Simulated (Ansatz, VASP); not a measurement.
**One calculation of MgSi3, two programs**

File INCAR:

```
  PREC = Accurate
  ENCUT = 520
  EDIFF = 1E-6
  ISMEAR = 0
  SIGMA = 0.1
  LREAL = False
  LASPH = True
  NELM = 100
  ALGO = Normal
  ISIF = 2
  LWAVE = False
  LCHARG = False
  GGA = PE
  NBANDS = 15
```

File KPOINTS:

```
regular mesh
0
Gamma
  10 10 10
```

The input POSCAR:

```
MgSi3
1.0
    4.1863728356      0.0000000000      0.0000000000
    0.0000000000      4.1863728356      0.0000000000
    0.0000000000      0.0000000000      4.1863728356
Mg Si
1 3
Direct
    0.0000000000      0.0000000000      0.0000000000
    0.5000000000      0.5000000000      0.0000000000
    0.5000000000      0.0000000000      0.5000000000
    0.0000000000      0.5000000000      0.5000000000
```

Input for Ansatz:

```yaml
crystal:
  lattice:
    - [4.1863728356, 0.0, 0.0]
    - [0.0, 4.1863728356, 0.0]
    - [0.0, 0.0, 4.1863728356]
  atoms:
    - { symbol: Mg, position: [0.0, 0.0, 0.0] }
    - { symbol: Si, position: [0.5, 0.5, 0.0] }
    - { symbol: Si, position: [0.5, 0.0, 0.5] }
    - { symbol: Si, position: [0.0, 0.5, 0.5] }
basis:
  ecutwfc: 420
kpoints:
  mp_grid: { grid: [10, 10, 10] }
hamiltonian:
  xc: pbe
scf:
  occupations: { method: gaussian, width: 0.1 }
output:
  forces: true
  stress: true
  eigenvalues: true
  populations: true
```

Alike in both runs: task single point; functional PBE; k mesh 10 × 10 × 10; occupations gaussian, width 0.1 eV; no spin polarisation.

|  | VASP | Ansatz |
| --- | --- | --- |
| version | VASP 6.6.1 | Ansatz 0.2.0 |
| potentials or method | VASP PAW PBE potentials, release 64 (Mg, Si) | scalar-relativistic, plane waves, PAW |
| plane-wave cutoff (eV) | 520 | 420 |
| valence electrons in the cell | 14 | 22 |

|  | VASP | Ansatz | Ansatz less VASP |
| --- | --- | --- | --- |
| gap on the k mesh at the Fermi level (eV) | none | none | - |
| pressure (GPa) | -7.9 | -7.8 | +0.09 |

A gap of «none» marks a metal or a gap that the smearing closes. With one functional, cell and mesh, what is left measures potentials, basis and numerics. The two sets of potentials don't hold the same shells in valence.
